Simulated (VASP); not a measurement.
A convergence study with VASP on ZnTe (space group no. 216 when undisturbed): one setting is varied, all else stays as given below, so the limit is that of these other settings. One atom is moved off its site, so that forces are finite.

```
ZnTe
1.0
    0.00000     3.04085     3.04085
    3.04085     0.00000     3.04085
    3.04085     3.04085     0.00000
Zn Te
1 1
Direct
  0.00475   0.00475   0.00475
  0.25000   0.25000   0.25000
```

Method: PBE GGA, VASP's PBE PAW potentials (set 64) (plane waves; VASP 6.6.1). The tightest run used: 300 eV cut-off, 18×18×18 Γ-centred mesh, Fermi-Dirac smearing of 0.050 eV, potentials Zn Te.

Unless said otherwise, spin-orbit coupling is left out, though it shifts the bands of the heavy elements here. Gaps are read on the run's mesh, which can miss a band edge.

Question: The settings run are 2×2×2 mesh; 3×3×3 mesh; 4×4×4 mesh; 5×5×5 mesh; 6×6×6 mesh; 8×8×8 mesh; 9×9×9 mesh; 10×10×10 mesh; 11×11×11 mesh; 12×12×12 mesh; 13×13×13 mesh; 15×15×15 mesh; 17×17×17 mesh; 18×18×18 mesh. From which on does the stress (every component) stay within 0.5 GPa of the tightest run?

Answer: From 4×4×4 mesh on: it is off by 0.40 there and by no more than 0.5 in any finer run, while 3×3×3 mesh is off by 1.32.
```csv
setting,E (eV/atom),pressure (GPa),largest force (eV/Å),gap on the mesh (eV),irreducible k-points,difference judged (GPa)
2×2×2 mesh,-1.7647,7.87,0.294,1.153,4,5.45
3×3×3 mesh,-2.4104,3.74,0.295,1.224,6,1.32
4×4×4 mesh,-2.5359,2.82,0.295,1.244,13,0.40
5×5×5 mesh,-2.5671,2.55,0.294,1.252,19,0.13
6×6×6 mesh,-2.5761,2.45,0.294,1.254,32,0.03
8×8×8 mesh,-2.5800,2.43,0.294,1.256,65,0.01
9×9×9 mesh,-2.5804,2.44,0.294,1.256,85,0.02
10×10×10 mesh,-2.5806,2.42,0.294,1.256,116,0.00
11×11×11 mesh,-2.5806,2.42,0.294,1.256,146,0.00
12×12×12 mesh,-2.5807,2.42,0.294,1.256,189,0.00
13×13×13 mesh,-2.5807,2.41,0.294,1.256,231,0.00
15×15×15 mesh,-2.5807,2.42,0.294,1.256,344,0.00
17×17×17 mesh,-2.5807,2.42,0.294,1.256,489,0.00
18×18×18 mesh,-2.5807,2.42,0.294,1.256,580,0.00
```

Left out are rungs that failed or repeat a setting and relaxations that didn't move; long series are thinned to 24 rows.

The structure is a typed ZnTe crystal (space group no. 216). The cell was not relaxed at this level, it is distorted from the ideal structure.
